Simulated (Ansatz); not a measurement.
The system is Pb.

```
Pb
1.0
     0.00000    2.47502    2.47502
     2.47502    0.00000    2.47502
     2.47502    2.47502    0.00000
Pb
1
Direct
  0.00000 0.00000 0.00000
```

Base run:

| Item | Value |
| --- | --- |
| Program | Ansatz 0.2.0 |
| Functional | BLYP |
| Potentials or basis | Ansatz PAW |
| Cutoff | 420 eV (not typed: the program's choice for these potentials) |
| k mesh | 9 × 9 × 9 |
| Occupations | fermi-dirac, width 0.05 eV |
| Spin | no spin polarisation |

Its results: band gap on the k mesh none (metal or under the smearing width); pressure 5.9 GPa.

Q: After a change of settings the same cell gave: band gap on the k mesh none (metal or under the smearing width); pressure -0.6 GPa. Which change was it?
A. functional from BLYP to PBEsol
B. functional from BLYP to PBE; occupations from fermi-dirac, width 0.05 eV to gaussian, width 0.012 eV
C. functional from BLYP to r2SCAN; cutoff from 420 eV (not typed: the program's choice for these potentials) to 500 eV (not typed: the program's choice for these potentials)
D. functional from BLYP to revPBE

A: A.

PBEsol binds more tightly than BLYP, so the same cell stands under less pressure.

Caveats: spin-orbit coupling is left out, which moves the levels of the heavy elements; the PAW data sets come from PBE, with cores solved anew for the run's functional, which leaves a small shift of forces and pressure.
